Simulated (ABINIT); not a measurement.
Runs of ABINIT 10.8.3 (patched build) on TaSi2. Symmetry: P6_222, No. 180, hexagonal system. The conventional cell has a = 4.780 Å, b = 4.780 Å, c = 6.564 Å, α = 90.00°, β = 90.00°, γ = 120.00°. Around Ta (site symmetry 222) lie 10 Si at 2.59 to 2.76 Å. Si (site symmetry 2) has 5 Si at 2.59 to 2.76 Å and 5 Ta at 2.59 to 2.76 Å as nearest neighbours. 

```tsv
task	level	potentials or basis	cell	k mesh	cutoff (eV)	fine-grid cutoff	cell freedom (optcell)	cutoff smearing ecutsm (Ha)	optimiser (ionmov)	force stop (Ha/bohr)	gap on the mesh (eV)	pressure (GPa)	relaxed volume (Å³/atom)	largest force (eV/Å)
band structure	LDA	JTH PAW LDA v2.0	as given	7 × 7 × 4	517	1034.03 eV	-	-	-	-	none	-4.8	-	(b)
band structure	r2SCAN	JTH PAW PBE v2.0	as given	6 × 6 × 3	626	1224.51 eV	-	-	-	-	none	-	-	0.78
band structure	PBE	JTH PAW PBE v2.0	as given	7 × 7 × 4	517	1034.03 eV	-	-	-	-	none	3.4	-	0.78
relaxation of cell and atoms	LDA	JTH PAW LDA v2.0	relaxed	7 × 7 × 4	517	1034.03 eV	2	0.5	2	0.0001	none	0.0	(a)	-
relaxation of cell and atoms	PBEsol	PseudoDojo NC SR PBEsol v0.4.1 standard	relaxed	5 × 5 × 3	789	-	2	0.5	2	0.0001	none	0.0	14.31	-
band structure	PBEsol	PseudoDojo NC SR PBEsol v0.4.1 standard	as given	7 × 7 × 4	789	-	-	-	-	-	none	-1.3	-	0.75
```

Alike in all rows: no spin polarisation; smearing fermi-dirac 0.05 eV.

**Question.** Estimate the missing entries.

**Answer.** (a) 14.04; (b) 0.70.

Caveats: the cell's inner coordinates are idealised or old, which leaves forces on the atoms (some runs); the PAW data sets were made with another functional, which shifts forces and pressure a little (some runs).

A k mesh can miss the band edges, and the runs leave out spin-orbit coupling on Ta.

A gap of «none» marks a metal or a gap under the smearing width.

Not every run made on this cell is shown here.
